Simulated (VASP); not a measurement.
# PtS2 (P-3m1) in VASP: further runs, part 2 of 3

VASP 6.6.1. Earlier steps stand in the parts before.

## 4. Dielectric tensor, AM05

The input, INCAR:

```
SYSTEM = PtS2
PREC = Accurate ; ENCUT = 520
EDIFF = 1E-8 ; ISMEAR = -1
SIGMA = 0.1 ; LREAL = .False.
LASPH = .True. ; NELM = 60
ALGO = Fast ; ISIF = 2
LWAVE = .False. ; LCHARG = .False.
GGA = AM ; LEPSILON = .True.
```

The input, KPOINTS:

```
Automatic mesh
0
Gamma
  9 9 5
  0 0 0
```

The input, POSCAR:

```
PtS2
1.0
    3.5432000000      0.0000000000      0.0000000000
   -1.7716000000      3.0685012107      0.0000000000
    0.0000000000      0.0000000000      5.0388000000
Pt S
1 2
Direct
    0.0000000000      0.0000000000      0.0000000000
    0.6666666667      0.3333333333      0.7730000000
    0.3333333333      0.6666666667      0.2270000000
```

Potentials or basis: VASP PAW PBE potentials, release 64 (Pt, S).

Launch:

```sh
$ cat potpaw_PBE.64/Pt/POTCAR potpaw_PBE.64/S/POTCAR > POTCAR
$ mpirun -np 1 vasp_std > vasp.out
```

OUTCAR:

```text
SYSTEM = PtS2
   PREC = Accurate
   ENCUT = 520
   EDIFF = 1E-8
   ISMEAR = -1
   LREAL = .False.
   LASPH = .True.
   NELM = 60
   ISIF = 2
   GGA = AM
   LEPSILON = .True.

 ion  position               nearest neighbor table
   1  0.000  0.000  0.000-   2 2.34   3 2.34   2 2.34   3 2.34   2 2.34   3 2.34
   2  0.667  0.333  0.773-   1 2.34   1 2.34   1 2.34
   3  0.333  0.667  0.227-   1 2.34   1 2.34   1 2.34

  LATTYP: Found a hexagonal cell.
 ALAT       =     3.5432000000
 C/A-ratio  =     1.4221043125

  Lattice vectors:

 A1 = (   3.5432000000,   0.0000000000,   0.0000000000)
 A2 = (  -1.7716000000,   3.0685012107,   0.0000000000)
 A3 = (   0.0000000000,   0.0000000000,   5.0388000000)

Analysis of symmetry for initial positions (statically):
=====================================================================
 Subroutine PRICEL returns:
 Original cell was already a primitive cell.

 Routine SETGRP: Setting up the symmetry group for a
 hexagonal supercell.

 Subroutine GETGRP returns: Found 12 space group operations
 (whereof 12 operations were pure point group operations)
 out of a pool of 24 trial point group operations.

[... 657 lines left out ...]
  ---------------------------------------------------
  free energy    TOTEN  =        -1.41084247 eV

  energy without entropy =       -1.41084247

------------------------ aborting loop because EDIFF is reached ----------------------------------------

 PIEZOELECTRIC TENSOR FIELD DIRECTION 3  (e Angst)
 -----------------------------------------------------------------------------
     0.00450 -0.00000  0.00000           (  0.00009 -0.00000  0.00000)
     0.00000  0.00450 -0.00000           (  0.00000  0.00009 -0.00000)
     0.00000 -0.00000 -0.01912           (  0.00000 -0.00000  0.00001)

 PIEZOELECTRIC TENSOR FIELD DIRECTION 3  (C/m^2)
 -----------------------------------------------------------------------------
     0.00132 -0.00000  0.00000
     0.00000  0.00132 -0.00000
     0.00000 -0.00000 -0.00559

 MACROSCOPIC STATIC DIELECTRIC TENSOR (including local field effects in DFT)
 ------------------------------------------------------
          18.493122     0.000000     0.000000
           0.000000    18.493122     0.000000
          -0.000000     0.000000     9.914057
 ------------------------------------------------------

 PIEZOELECTRIC TENSOR (including local field effects)  for field in x, y, z        (e  Angst)
          XX          YY          ZZ          XY          YZ          ZX
  --------------------------------------------------------------------------------
  x     0.00000     0.00000     0.00000     0.00000     0.00000     0.00000
  y     0.00000     0.00000     0.00000     0.00000     0.00000     0.00000
  z     0.00000     0.00000     0.00000     0.00000     0.00000     0.00000

 PIEZOELECTRIC TENSOR (including local field effects)  for field in x, y, z        (C/m^2)
          XX          YY          ZZ          XY          YZ          ZX
  --------------------------------------------------------------------------------
  x     0.00000     0.00000     0.00000     0.00000     0.00000     0.00000
  y     0.00000     0.00000     0.00000     0.00000     0.00000     0.00000
  z     0.00000     0.00000     0.00000     0.00000     0.00000     0.00000

 BORN EFFECTIVE CHARGES (including local field effects) (in |e|, cummulative output)
 ---------------------------------------------------------------------------------
 ion    1
    1     2.83662     0.00000     0.00000
    2     0.00000     2.83662     0.00000
    3     0.00000     0.00000    -0.63992
 ion    2
    1    -1.41831     0.00000    -0.00000
    2     0.00000    -1.41831     0.00000
    3     0.00000     0.00000     0.31996
 ion    3
    1    -1.41831     0.00000    -0.00000
    2     0.00000    -1.41831     0.00000
    3     0.00000     0.00000     0.31996
```

OSZICAR:

```text
N       E                     dE             d eps       ncg     rms          rms(c)
DAV:   1     0.114294453068E+03    0.11429E+03   -0.10597E+04  1532   0.131E+03
DAV:   2    -0.123424266310E+02   -0.12664E+03   -0.12371E+03  1892   0.247E+02
DAV:   3    -0.174401075391E+02   -0.50977E+01   -0.50548E+01  1920   0.534E+01
DAV:   4    -0.174951143288E+02   -0.55007E-01   -0.54997E-01  1927   0.611E+00
[... 11 lines left out ...]
RMM:  10    -0.141082563880E+01    0.15373E-04   -0.41248E-05  2584   0.219E-03    0.106E-03
RMM:  11    -0.141082650358E+01   -0.86478E-06   -0.64247E-06  2556   0.794E-04    0.482E-04
RMM:  12    -0.141084423930E+01   -0.17736E-04    0.29086E-06  2491   0.726E-04    0.136E-04
RMM:  13    -0.141084247263E+01    0.17667E-05   -0.27361E-06  2024   0.160E-04    0.375E-05
RMM:  14    -0.141084279111E+01   -0.31848E-06   -0.11387E-06  1455   0.122E-04    0.122E-05
RMM:  15    -0.141084247096E+01    0.32015E-06    0.98857E-08   981   0.104E-04    0.248E-06
```

stdout:

```text
POSCAR found type information on POSCAR PtS
 POSCAR found :  2 types and       3 ions
 scaLAPACK will be used
 -----------------------------------------------------------------------------
|                                                                             |
|                                                                             |
|     You enforced a specific xc type in the INCAR file but a different       |
[... 28 lines left out ...]
  Direction:   1
 dielectric tensor                  component  1 :    18.493     0.055     0.769
 Linear response to external field, progress :
  Direction:   2
 dielectric tensor                  component  2 :     0.058    18.493    -0.000
 Linear response to external field, progress :
  Direction:   3
 dielectric tensor                  component  3 :    -1.068    -1.751     9.914
 Born effective charges drift removed
```

Run time: 4.8 min. Hardware: 1 thread of Intel Xeon 6975P-C (Granite Rapids), shared host; peak memory 0.39 GiB.

Results:

- Band gap on the k mesh: 1.00 eV, indirect (least direct gap 1.03 eV)
- Electronic dielectric tensor (diagonal): 18.49, 18.49, 9.91
- Born charges (mean of the diagonal): Pt +1.68; S -0.84 e

Electronic dielectric tensor:
```
18.49  0.00  0.00
 0.00 18.49  0.00
 0.00  0.00  9.91
```

Born effective charge tensors (e):
atom 1, Pt
```
 2.84  0.00  0.00
 0.00  2.84  0.00
 0.00  0.00 -0.64
```
atom 2, S
```
-1.42  0.00  0.00
 0.00 -1.42  0.00
 0.00  0.00  0.32
```
atom 3, S
```
-1.42  0.00  0.00
 0.00 -1.42  0.00
 0.00  0.00  0.32
```

Caveat: the PAW data sets were made with another functional, which shifts forces and pressure a little; spin-orbit coupling is left out, which moves the levels of the heavy elements; an odd mesh through Γ misses points on the zone boundary, where band edges often lie. A hybrid or GW would open this gap; AM05 tends to underestimate it.

## 5. Band structure, PBEsol0 (atoms moved at random, drawn with an rms of 0.15 Å)

The input, POSCAR:

```
PtS2
1.0
    3.5432000000      0.0000000000      0.0000000000
   -1.7716000000      3.0685012107      0.0000000000
    0.0000000000      0.0000000000      5.0388000000
Pt S
1 2
Direct
   -0.0248650000     -0.0314300000     -0.0039030000
    0.6581440000      0.3233800000      0.7915770000
    0.3217740000      0.6523440000      0.2374230000
```

The input, INCAR.step1:

```
SYSTEM = PtS2
ALGO = Normal
EDIFF = 1E-5
ENCUT = 550
GGA = PE
ISIF = 2
ISMEAR = -1
LASPH = .TRUE.
LCHARG = .FALSE.
LMAXMIX = 4
LREAL = .FALSE.
LWAVE = .TRUE.
NBANDS = 18
NELM = 60
PREC = Accurate
SIGMA = 0.05
```

The input, INCAR.step2:

```
SYSTEM = PtS2
AEXX = 0.25
ALGO = Normal
EDIFF = 1E-6
ENCUT = 550
GGA = PS
ISIF = 2
ISMEAR = -1
ISTART = 1
LASPH = .TRUE.
LCHARG = .FALSE.
LHFCALC = .TRUE.
LMAXMIX = 4
LREAL = .FALSE.
LWAVE = .FALSE.
NBANDS = 18
NELM = 60
PREC = Accurate
PRECFOCK = Fast
SIGMA = 0.05
```

The input, KPOINTS:

```
k-points
0
G
  5 5 3
  0 0 0
```

The input, KPOINTS_OPT:

```
path GMKGALHA,LM,KH
8
line-mode
reciprocal
 0.0000000000  0.0000000000  0.0000000000  G
 0.5000000000  0.0000000000  0.0000000000  M

 0.5000000000  0.0000000000  0.0000000000  M
 0.3333333333  0.3333333333  0.0000000000  K

 0.3333333333  0.3333333333  0.0000000000  K
 0.0000000000  0.0000000000  0.0000000000  G

 0.0000000000  0.0000000000  0.0000000000  G
 0.0000000000  0.0000000000  0.5000000000  A

 0.0000000000  0.0000000000  0.5000000000  A
 0.5000000000  0.0000000000  0.5000000000  L

 0.5000000000  0.0000000000  0.5000000000  L
 0.3333333333  0.3333333333  0.5000000000  H

 0.3333333333  0.3333333333  0.5000000000  H
 0.0000000000  0.0000000000  0.5000000000  A

 0.5000000000  0.0000000000  0.5000000000  L
 0.5000000000  0.0000000000  0.0000000000  M

 0.3333333333  0.3333333333  0.0000000000  K
 0.3333333333  0.3333333333  0.5000000000  H
```

Potentials or basis: VASP PAW PBE potentials, release 64 (Pt_GW, S_GW).

Launch:

```sh
$ cat potpaw_PBE.64/Pt_GW/POTCAR potpaw_PBE.64/S_GW/POTCAR > POTCAR
$ cp INCAR.step1 INCAR
$ mpirun -np 1 vasp_std > vasp.out
$ cp INCAR.step2 INCAR
$ mpirun -np 1 vasp_std > vasp.out
```

OUTCAR:

```text
SYSTEM = PtS2
   AEXX = 0.25
   EDIFF = 1E-6
   ENCUT = 550
   GGA = PS
   ISIF = 2
   ISMEAR = -1
   ISTART = 1
   LASPH = .TRUE.
   LHFCALC = .TRUE.
   LREAL = .FALSE.
   NELM = 60
   PREC = Accurate
   PRECFOCK = Fast

 ion  position               nearest neighbor table
   1  0.975  0.969  0.996-   2 2.23   2 2.31   2 2.34   3 2.35   3 2.37   3 2.43
   2  0.658  0.323  0.792-   1 2.23   1 2.31   1 2.34
   3  0.322  0.652  0.237-   1 2.35   1 2.37   1 2.43

  LATTYP: Found a hexagonal cell.
 ALAT       =     3.5432000000
 C/A-ratio  =     1.4221043125

  Lattice vectors:

 A1 = (   3.5432000000,   0.0000000000,   0.0000000000)
 A2 = (  -1.7716000000,   3.0685012107,   0.0000000000)
 A3 = (   0.0000000000,   0.0000000000,   5.0388000000)

Analysis of symmetry for initial positions (statically):
=====================================================================
 Subroutine PRICEL returns:
 Original cell was already a primitive cell.

 Routine SETGRP: Setting up the symmetry group for a
 hexagonal supercell.

 Subroutine GETGRP returns: Found  1 space group operations
 (whereof  1 operations were pure point group operations)
 out of a pool of 24 trial point group operations.

The static configuration has the point symmetry C_1 .

Analysis of symmetry for dynamics (positions and initial velocities):
=====================================================================
 Subroutine PRICEL returns:
 Original cell was already a primitive cell.

 Routine SETGRP: Setting up the symmetry group for a
 hexagonal supercell.

 Subroutine GETGRP returns: Found  1 space group operations
 (whereof  1 operations were pure point group operations)
 out of a pool of 24 trial point group operations.

The dynamic configuration has the point symmetry C_1 .

 Subroutine INISYM returns: Found  1 space group operations
 (whereof  1 operations are pure point group operations),
 and found     1 'primitive' translations

----------------------------------------------------------------------------------------

                                     Primitive cell

  volume of cell :      54.7834

  direct lattice vectors                    reciprocal lattice vectors
     3.543200000  0.000000000  0.000000000     0.282230752  0.162946001  0.000000000
    -1.771600000  3.068501211  0.000000000     0.000000000  0.325892001  0.000000000
     0.000000000  0.000000000  5.038800000     0.000000000  0.000000000  0.198459951

  length of vectors
     3.543200000  3.543200000  5.038800000     0.325892001  0.325892001  0.198459951

  position of ions in fractional coordinates (direct lattice)
     0.975135000  0.968570000  0.996097000
     0.658144000  0.323380000  0.791577000
     0.321774000  0.652344000  0.237423000

  ion indices of the primitive-cell ions
   primitive index   ion index
                 1           1
                 2           2
                 3           3

----------------------------------------------------------------------------------------
[... 29 lines left out ...]
  0.000000  0.200000  0.000000      2.000000
 -0.200000  0.200000  0.000000      2.000000
  0.400000  0.000000  0.000000      2.000000
  0.000000  0.400000  0.000000      2.000000
[... 16 lines left out ...]
 -0.400000  0.400000  0.333333      2.000000
 -0.400000 -0.000000  0.333333      2.000000
 [... further k-points ...]
   k-points           NKPTS =     38   k-points in BZ     NKDIM =     75   number of bands    NBANDS=     18
   number of dos      NEDOS =    301   number of ions     NIONS =      3
   total plane-waves  NPLWV =  31360
   dimension x,y,z NGX =    28 NGY =   28 NGZ =   40
   dimension x,y,z NGXF=    56 NGYF=   56 NGZF=   80
   ions per type =               1   2
   NGX,Y,Z   is equivalent  to a cutoff of  13.14, 13.14, 13.20 a.u.
   NGXF,Y,Z  is equivalent  to a cutoff of  26.28, 26.28, 26.39 a.u.
 SYSTEM =  PtS2
   PREC   = accura    normal or accurate (medium, high low for compatibility)
   ISTART =      1    job   : 0-new  1-cont  2-samecut
   ICHARG =      0    charge: 1-file 2-atom 10-const
   ISPIN  =      1    spin polarized calculation?
   LNONCOLLINEAR =      F non collinear calculations
   LSORBIT =      F    spin-orbit coupling
   LASPH  =      T    aspherical Exc in radial PAW
   ENCUT  =  550.0 eV  40.42 Ry    6.36 a.u.   6.78  6.78  9.64*2*pi/ulx,y,z
   NELM   =     60;   NELMIN=  2; NELMDL=  0     # of ELM steps
   EDIFF  = 0.1E-05   stopping-criterion for ELM
   LREAL  =      F    real-space projection
   EDIFFG = 0.1E-04   stopping-criterion for IOM
   NSW    =      0    number of steps for IOM
   IBRION =     -1    ionic relax: 0-MD 1-quasi-New 2-CG
   NFREE  =      0    steps in history (QN), initial steepest desc. (CG)
   ISIF   =      2    stress and relaxation
   ISYM   =      3    0-nonsym 1-usesym 2-fastsym
   POTIM  = 0.5000    time-step for ionic-motion
   TEBEG  =    0.0;   TEEND  =   0.0 temperature during run
   PSTRESS=    0.0 pullay stress
   NELECT =      22.0000    total number of electrons
   NUPDOWN=      -1.0000    fix difference up-down
   EMIN   =  10.00;   EMAX   =-10.00  energy-range for DOS
   EFERMI =   0.00;   METHOD = LEGACY
   ISMEAR =    -1;   SIGMA  =   0.05  broadening in eV -4-tet -1-fermi 0-gaus
   EFERMI_NEDOS =   21; number of points for ismear=-14 and -15
   IALGO  =     38    algorithm
   IMIX   =      1    mixing-type and parameters
     AMIX     =   0.40;   BMIX     =  1.00
     AMIX_MAG =   1.60;   BMIX_MAG =  1.00
  volume/ion in A,a.u.               =      18.26       123.23
  Fermi-wavevector in a.u.,A,eV,Ry     =   1.207812  2.282434 19.848315  1.458810
  Thomas-Fermi vector in A             =   2.343439
   LORBIT       =      0    0 simple, 1 ext, 2 COOP (PROOUT), +10 PAW based schemes
   GGA     = PS    functional components
   LHFCALC =     T    Hartree Fock is set to
   PRECFOCK=fast      Normal, Fast or Accurate (Low or Medium for compatibility)
   ENCUT4O =  -1.0   cutoff for four orbital integrals eV
   NKREDX  =     1    reduce k-point grid by
   NKREDY  =     1    reduce k-point grid by
   NKREDZ  =     1    reduce k-point grid by
   AEXX    =    0.2500 exact exchange contribution
   HFSCREEN=    0.0000 screening length (either q_TF or 0.3 A-1)
   HFSCREENC=   0.0000 screening length for correlation (either q_TF or 0.3 A-1)
   ENCUTFOCK=  -1.0 apply spherical cutoff to Coloumb kernel
   IVDW    =     0    specifies the selected vdW correction
   LEPSILON=     F    determine dielectric tensor
   LRPA    =     F    only Hartree local field effects (RPA)
 non-spin polarized calculation
  energy-cutoff  :      550.00
  volume of cell :       54.78
 maximum number of plane-waves:      1651
  NGX = 16; NGY = 16; NGZ = 24

 number of electron      22.0000000 magnetization

 Free energy of the ion-electron system (eV)
  ---------------------------------------------------
  ext. energy  EPLUGINS =         0.00000000
  ---------------------------------------------------
  free energy    TOTEN  =       -21.19063556 eV

  energy without entropy =      -21.19063556  energy(sigma->0) =      -21.19063556

 E-fermi :   6.7889     XC(G=0):  -8.5636

 val. band max:        5.7268356571   @ k =   0.0000   0.0000   0.0000
 cond. band min:       8.3437970611   @ k =   0.2000  -0.2000   0.3333
 fundamental gap:      2.6169614040
 Fermi energy:         6.7888729265

 k-point     1 :       0.0000    0.0000    0.0000
  band No.  band energies     occupation
      1     -11.5627      2.00000
      2      -7.8646      2.00000
      3      -2.2858      2.00000
      4      -2.2385      2.00000
      5      -2.1131      2.00000
      6       0.8207      2.00000
[... 481 lines left out ...]
      5      -0.8038      2.00000
      6       0.4434      2.00000
[... 10 lines left out ...]
     17      17.3956      0.00000
     18      18.0933      0.00000

 [... further k-points ...]

------------------------ aborting loop because EDIFF is reached ----------------------------------------

  FORCE on cell =-STRESS in cart. coord.  units (eV):
  Direction    XX          YY          ZZ          XY          YZ          ZX
  --------------------------------------------------------------------------------------
  -------------------------------------------------------------------------------------
  Total        1.4359133      2.3360712      2.2576996     -0.0779519      0.5203898      0.0538950
  in kB       41.9942393     68.3199536     66.0279247     -2.2797537     15.2191461      1.5761950
  external PRESSURE =      58.7807059 kB  Pullay stress =       0.0000000 kB

 VOLUME and BASIS-vectors are now :
 -----------------------------------------------------------------------------
  energy-cutoff  :      550.00
  volume of cell :       54.78
      direct lattice vectors                 reciprocal lattice vectors
     3.543200000  0.000000000  0.000000000     0.282230752  0.162946001  0.000000000
    -1.771600000  3.068501211  0.000000000     0.000000000  0.325892001  0.000000000
     0.000000000  0.000000000  5.038800000     0.000000000  0.000000000  0.198459951

 POSITION                                       TOTAL-FORCE (eV/Angst)
 -----------------------------------------------------------------------------------
      1.73918      2.97206      5.01913         0.395797      1.397883      2.248109
      1.75904      0.99229      3.98860        -0.239836     -0.992271     -2.285299
     -0.01558      2.00172      1.19633        -0.155962     -0.405612      0.037190
 -----------------------------------------------------------------------------------
    total drift:                                0.000287      0.000680      0.000590

  FREE ENERGIE OF THE ION-ELECTRON SYSTEM (eV)
  ---------------------------------------------------
  free  energy   TOTEN  =       -21.1906355607 eV

  energy  without entropy=      -21.1906355607  energy(sigma->0) =      -21.19063556
```

It took 49 min on 1 thread of Intel Xeon 6975P-C (Granite Rapids), shared host; peak memory 0.31 GiB.

Results:

```
Free energy   : -21.1906 eV
Pressure      : 5.9 GPa
Largest force : 2.677 eV/Å
```

Forces in eV/Å, atoms in the order of the input:
```
Pt   0.396  1.398  2.248
S   -0.240 -0.992 -2.285
S   -0.156 -0.406  0.037
```

Levels at the corners of the path, in eV from the valence-band top:
| point | band 8 | band 9 | band 10 | band 11 | band 12 | band 13 | band 14 | band 15 |
| --- | --- | --- | --- | --- | --- | --- | --- | --- |
| Γ | -2.68 | -1.48 | -1.43 | -0.36 | 3.67 | 3.75 | 5.94 | 7.16 |
| M | -4.29 | -3.82 | -3.44 | -2.63 | 2.91 | 4.15 | 6.81 | 7.87 |
| M | -4.29 | -3.82 | -3.44 | -2.63 | 2.91 | 4.15 | 6.81 | 7.87 |
| K | -4.78 | -2.88 | -2.30 | -1.78 | 1.92 | 2.30 | 7.19 | 9.38 |
| K | -4.78 | -2.88 | -2.30 | -1.78 | 1.92 | 2.30 | 7.19 | 9.38 |
| Γ | -2.68 | -1.48 | -1.43 | -0.36 | 3.67 | 3.75 | 5.94 | 7.16 |
| Γ | -2.68 | -1.48 | -1.43 | -0.36 | 3.67 | 3.75 | 5.94 | 7.16 |
| A | -2.78 | -1.45 | -1.37 | -1.20 | 4.18 | 4.23 | 6.65 | 8.77 |
| A | -2.78 | -1.45 | -1.37 | -1.20 | 4.18 | 4.23 | 6.65 | 8.77 |
| L | -4.15 | -3.45 | -3.16 | -1.28 | 3.31 | 3.51 | 6.79 | 6.88 |
| L | -4.15 | -3.45 | -3.16 | -1.28 | 3.31 | 3.51 | 6.79 | 6.88 |
| H | -4.51 | -3.69 | -2.60 | -2.20 | 3.11 | 3.73 | 8.95 | 9.27 |
| H | -4.51 | -3.69 | -2.60 | -2.20 | 3.11 | 3.73 | 8.95 | 9.27 |
| A | -2.78 | -1.45 | -1.37 | -1.20 | 4.18 | 4.23 | 6.65 | 8.77 |
| L | -4.15 | -3.45 | -3.16 | -1.28 | 3.31 | 3.51 | 6.79 | 6.88 |
| M | -4.29 | -3.82 | -3.44 | -2.63 | 2.91 | 4.15 | 6.81 | 7.87 |
| K | -4.78 | -2.88 | -2.30 | -1.78 | 1.92 | 2.30 | 7.19 | 9.38 |
| H | -4.51 | -3.69 | -2.60 | -2.20 | 3.11 | 3.73 | 8.95 | 9.27 |

Caveat: an unscreened hybrid on a path of extra k points without a Coulomb cutoff has errors near the mesh points, so the bands along the path aren't reliable; the PAW data sets were made with another functional, which shifts forces and pressure a little; spin-orbit coupling is left out, which moves the levels of the heavy elements.

(Continued in part 3 of 3.)
